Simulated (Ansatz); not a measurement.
This is a single-point calculation with Ansatz 0.2.0 on a 3-atom cell of CaF2 built on the fluorite structure (relaxed group Fm-3m); the level of theory is PBE0. The geometry is the r2SCAN minimum.

```yaml
crystal:
  lattice:
    - [0.0, 2.7195928363, 2.7195928363]
    - [2.7195928363, 0.0, 2.7195928363]
    - [2.7195928363, 2.7195928363, 0.0]
  atoms:
    - { symbol: Ca, position: [0.0, 0.0, 0.0] }
    - { symbol: F, position: [0.75, 0.75, 0.75] }
    - { symbol: F, position: [0.25, 0.25, 0.25] }
kpoints:
  mp_grid: { grid: [6, 6, 6] }
  band_path:
    path:
      - [0.0, 0.0, 0.0]
      - [0.5, 0.0, 0.5]
      - [0.625, 0.25, 0.625]
      - [0.375, 0.375, 0.75]
      - [0.5, 0.5, 0.5]
      - [0.5, 0.25, 0.75]
      - [0.0, 0.5, 0.5]
    npoints: 1
hamiltonian:
  xc: pbe0
scf:
  occupations: { method: fixed }
  n_extra_bands: 4
output:
  forces: true
  stress: true
  eigenvalues: true
  write_density: true
  write_potential: true
  elf: true
  volumetric_format: npy
```

Some lines of the output have been replaced by numbered gaps.
```
scf.n_extra_bands = 4 over 12 filled bands (N_el = 24.0): the run solves 16 bands
Pseudopotential: Ca, paw, valence charge 10, recommended cutoff 420 eV (normal)
Pseudopotential: F, paw, valence charge 7, recommended cutoff 420 eV (normal)
Functional definition: PBE0
Crystal: 3 atoms, lattice volume = 40.229 Å³
Basis set: ecut = 420 eV, 749 PW (Γ)
Symmetry: 48 space group operations
Space group: Fm-3m (ITA 225)
k-points: 16 of 216
[warm-up without exact exchange]
SCF 1 stopped early in 2 iterations: F = -3439.794791 eV  dr2 = 4.71e-6
[exact exchange on]
Exchange kernel: α = 0.2500, full range, Wigner–Seitz truncation, v(0) = 14652.4105 eV·Å³, q-mesh 6×6×6
SCF 2 stopped early in 7 iterations: F = -3440.836744 eV  dr2 = 7.40e-7
hybrid outer 1: dexx = +1.253e-2 eV, tail = 2.06e-5 eV
SCF 3 converged in 3 iterations: F = -3440.837015 eV  dr2 = 1.12e-8
hybrid outer 2: dexx = +6.901e-7 eV, tail = 3.24e-8 eV, Δε = 1.51e-3 eV
Free energy (F): -3440.837016 eV
[1]
--- Per-component energies (eV) ---
  E_band       = -246.566426
  E_kinetic    = 698.044243
  E_local      = -1780.624527
  E_nonlocal   = 207.289675
  E_hartree    = 635.585079
  E_xc         = -230.653654
  E_vxc        = -291.971361
  E_exx        = -92.514186
  E_paw        = -1237.523663
  E_vpaw       = -165.449011
  E_ewald      = -1640.241517
  E_core_change = -0.202545
--- Stress (GPa, compression-positive) ---
        1.179479       0.000000       0.000000
        0.000000       1.179479       0.000000
        0.000000       0.000000       1.179479
  P = ⅓ Tr σ = 1.1795 GPa (11.795 kbar)
--- Band table (eV; the first three rows and the last of 16) ---
[2]
```

The rows of the band table are 0: (0, 0, 0) = Γ, 1: (0, 0, 1/6), 2: (0, 0, 1/3), 15: (1/6, -1/2, -1/3).

Problem. What stood in the gaps? They hold the Fermi energy and the band table.

Solution.
```
[1]
Fermi energy:    1.420090 eV
[2]
  k-point 0: bands = […, -0.8249, -0.8249, -0.8249, 1.1508, 1.1508, 1.1508, 11.6336, 14.0787, 14.0787, 16.4104]
  k-point 1: bands = […, -0.6951, -0.6951, -0.5936, 0.8452, 1.0209, 1.0209, 12.3260, 14.1357, 14.1357, 16.1378]
  k-point 2: bands = […, -0.3871, -0.3871, -0.1451, 0.3243, 0.7244, 0.7244, 13.6655, 14.2533, 14.2533, 15.7760]
  k-point 15: bands = […, -1.1921, -0.6230, -0.0276, 0.6655, 1.1066, 1.3541, 12.9597, 14.6712, 14.8739, 15.2921]
```
The trailing digits, and the zero of the energies, depend on the potentials and thresholds.

PBE0 gives an indirect gap of 10.21 eV, from X to Γ; the least direct gap is 10.48 eV at Γ. The mean pressure is +1.2 GPa (compression positive), so PBE0 would enlarge the cell's volume. The stress of a hybrid is loosely converged here.

Wall time 11 s on 1 × NVIDIA H100 80GB HBM3 with 2 threads of AMD EPYC 7R13 Processor (Zen 3), with other jobs on the host, load about 2.9 per core; peak host memory 1.7 GiB.

No spin polarisation and no zero-point or thermal motion.

The meshes of the hybrids are coarse, so their gaps aren't converged to the digits shown.
